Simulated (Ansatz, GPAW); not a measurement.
This is a calculation of CdTe for Ansatz 0.2.0. 

File input.yaml:

```yaml
crystal:
  lattice:
    - [0.0, 3.205, 3.205]
    - [3.205, 0.0, 3.205]
    - [3.205, 3.205, 0.0]
  atoms:
    - { symbol: Te, position: [0.75, 0.75, 0.75] }
    - { symbol: Cd, position: [0.0, 0.0, 0.0] }
kpoints:
  mp_grid: { grid: [7, 7, 7] }
scf:
  occupations: { method: gaussian, width: 0.03 }
hamiltonian:
  xc: pbe
  pseudopotentials: { kind: all_electron, lapw: { basis_error: 0.001 } }
output:
  forces: true
  stress: true
  eigenvalues: true
```

Potentials or basis: all-electron LAPW, scalar-relativistic.

Launch:

```console
$ ansatz run input.yaml --threads 1 --pin off --max-ram 3072MiB --backend cpu --events-out ev --progress --plain --runs-dir out
```

What does the same run look like in GPAW 26.7.0 (ASE script)? Potentials or basis there: GPAW PAW data sets (gpaw-data 1.2.1), cutoff 600 eV.

As run (cutoffs and basis follow the program's own potentials, and thresholds, step limits or extra output files can differ):

Contents of run.py:

```python
from ase.dft.bandgap import bandgap
from ase.io import read, write
from ase.units import GPa
from gpaw import GPAW, PW

atoms = read('CdTe.xyz')

calc = GPAW(mode=PW(600),
            xc='PBE',
            kpts={'size': (7, 7, 7), 'gamma': True},
            occupations={'name': 'methfessel-paxton', 'order': 0, 'width': 0.03},
            nbands=18,
            convergence={'density': 1e-05, 'energy': 1e-05},
            maxiter=150,
            txt='gpaw.txt')
atoms.calc = calc
energy = atoms.get_potential_energy()
forces = atoms.get_forces()
stress = atoms.get_stress()
calc.write('gs.gpw')
write('result.traj', atoms)
print(f'Energy: {energy:.6f} eV')
print('Forces (eV/A):')
print(forces.round(4))
print('Stress (GPa):', (stress / GPa).round(3))
print('Fermi level:', round(calc.get_fermi_level(), 4), 'eV')
print(f'Gap: {bandgap(calc)[0]:.4f} eV, direct: {bandgap(calc, direct=True)[0]:.4f} eV')
```

The input CdTe.xyz:

```xyz
2
Lattice="0.0000000000 3.2050000000 3.2050000000 3.2050000000 0.0000000000 3.2050000000 3.2050000000 3.2050000000 0.0000000000" Properties=species:S:1:pos:R:3 pbc="T T T"
Te     4.8075000000      4.8075000000      4.8075000000
Cd     0.0000000000      0.0000000000      0.0000000000
```

Potentials or basis: GPAW PAW data sets (gpaw-data 1.2.1), pw.

The run is started by

```sh
$ OMP_NUM_THREADS=1 python run.py
```

Both were run:

|  | Ansatz | GPAW |
| --- | --- | --- |
| Pressure | 4.3 GPa | 3.8 GPa |

Where Ansatz's input types no cutoff or centring, it takes its own default and a Γ-centred mesh.

Pressure is positive in compression.
